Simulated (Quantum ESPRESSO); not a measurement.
Crystal: NaCl.

```
Cl Na
1.0
     3.50219    0.00000    0.00000
     0.00000    3.50219    0.00000
     0.00000    0.00000    3.50219
Cl Na
1 1
Direct
  0.50000 0.50000 0.50000
  0.00000 0.00000 0.00000
```

Measurements of this composition are mostly on another form, of space group No. 225.

```yaml
Program: Quantum ESPRESSO 7.5
Task: phonons
Functional: LDA
Potentials_or_basis: JTH 2.0 LDA
Cutoff: 490 eV
Density_cutoff: 2939 eV
k_mesh: 4 × 4 × 4, shifted
Occupations: fermi-dirac, width 0.05 eV
Spin: no spin polarisation
Form_of_the_LDA_correlation: PW92
Mixing_beta: 0.5
Most_SCF_iterations: 120
SCF_threshold: 4e-10 Ry
```

The cell and the atoms were relaxed first, to 19.03 Å³/atom (a = 3.364 Å, b = 3.364 Å, c = 3.364 Å, α = 90.00°, β = 90.00°, γ = 90.00°), and the response was taken there.

The first run showed a gap, so the response started from a second, tighter run with fixed occupations.

At R the frequencies are 154 154 154 177 177 177 cm⁻¹, at a pressure of -0.3 GPa.

Task: How do the modes respond when the cell is scaled evenly, at fixed shape?

Result: The highest mode has a Grüneisen parameter of 1.84 and moves by +8.9 cm⁻¹ per GPa. None of the listed modes softens on compression. The pressures give a bulk modulus of about 37 GPa.

Frequencies at 99 % and 101 % of the volume (pressures 0.1 and -0.7 GPa), ions relaxed:
```csv
mode,99 % (cm⁻¹),101 % (cm⁻¹),Grüneisen parameter
1,157.3,151.6,1.85
2,157.3,151.6,1.85
3,157.3,151.6,1.85
4,180.7,174.1,1.84
5,180.7,174.1,1.84
6,180.7,174.1,1.84
```

Modes are matched by their order; those that don't vary smoothly over the three volumes are left out.

Caveat: the k mesh is coarse; the cutoff is low for these files, which shifts pressure and relaxed volume.
